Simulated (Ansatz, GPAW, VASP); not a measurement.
**SrO: 3 runs at one level of theory**

```
CELL_PARAMETERS angstrom
0.00000 2.56630 2.56630
2.56630 0.00000 2.56630
2.56630 2.56630 0.00000
ATOMIC_POSITIONS crystal
Sr 0.50000 0.50000 0.50000
O 0.00000 0.00000 0.00000
```

Alike in all runs: task single point; functional PBE; k mesh 9 × 9 × 9; occupations gaussian, width 0.05 eV; no spin polarisation; no spin-orbit coupling. Pressure is positive in compression and, in plane waves, holds the error of the finite cutoff.

```tsv
program and potentials	plane-wave cutoff (eV)	notes	pressure (GPa)
Ansatz, all-electron LAPW, scalar-relativistic	-	-	3.33
VASP, PBE PAW files O, Sr_sv, 500 eV	500	-	3.86
GPAW, GPAW PAW data sets (gpaw-data 1.2.1)	800	-	3.83
```

The pressure spans 3.33 (Ansatz, all-electron LAPW, scalar-relativistic) to 3.86 GPa (VASP, PBE PAW files O, Sr_sv, 500 eV), with all-electron results at 3.33.

Differences between rows come from potentials, basis sets and numerical settings, since the functional is the same but for its coding. Runs on potential files found faulty are left out.

All three runs give a positive pressure, so at this volume rocksalt SrO is compressed relative to its PBE equilibrium and would expand if relaxed. In this strongly ionic oxide, the Madelung attraction is balanced by Pauli repulsion between the filled O 2p shell and the outer Sr core shells, chiefly 4p. Below the equilibrium volume the repulsion rises faster than the attraction, and the net stress pushes outward. PBE typically overestimates the lattice constants of such oxides, so a compressive pressure near the experimental volume is expected and doesn't imply that the real crystal is under strain.

The two PAW results, 3.86 and 3.83 GPa, nearly coincide and lie above the all-electron value of 3.33 GPa, a difference that may come from the description of the core region in the data sets. The sign of the pressure is therefore robust, while its magnitude is less certain than the PAW agreement alone would suggest. A single volume fixes neither the equilibrium lattice constant nor the bulk modulus.
